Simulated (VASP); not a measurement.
Runs of VASP 6.6.1 on Pb. Symmetry: Fd-3m, No. 227, cubic system. The conventional cell has a = 7.170 Å, b = 7.170 Å, c = 7.170 Å, α = 90.00°, β = 90.00°, γ = 90.00°. Pb (site symmetry -43m) is surrounded by 4 Pb at 3.10 Å. This isn't the form of Pb at room conditions, which is fcc.

| cell | k mesh | gap on the mesh (eV) | pressure (GPa) |
| --- | --- | --- | --- |
| Fd-3m, 46.07 Å³/atom | 13 × 13 × 13 | none | 0.0 |
| Fd-3m, 47.92 Å³/atom | 9 × 9 × 9 | none | -0.8 |
| Fd-3m, 51.6 Å³/atom | 9 × 9 × 9 | none | -1.9 |
| Fd-3m, 40.55 Å³/atom | 9 × 9 × 9 | none | (a) |

Alike in all rows: task single point; level RPBE; potentials or basis VASP PAW PBE potentials, release 64 (Pb_d); no spin polarisation; cutoff (eV) 520; smearing fermi-dirac 0.1 eV.

Question: Fill in the values left out.

Answer: (a) 3.7.

Caveats: the PAW data sets were made with another functional, which shifts forces and pressure a little.

A k mesh can miss the band edges, and the runs leave out spin-orbit coupling on Pb.

A gap of «none» marks a metal or a gap under the smearing width.
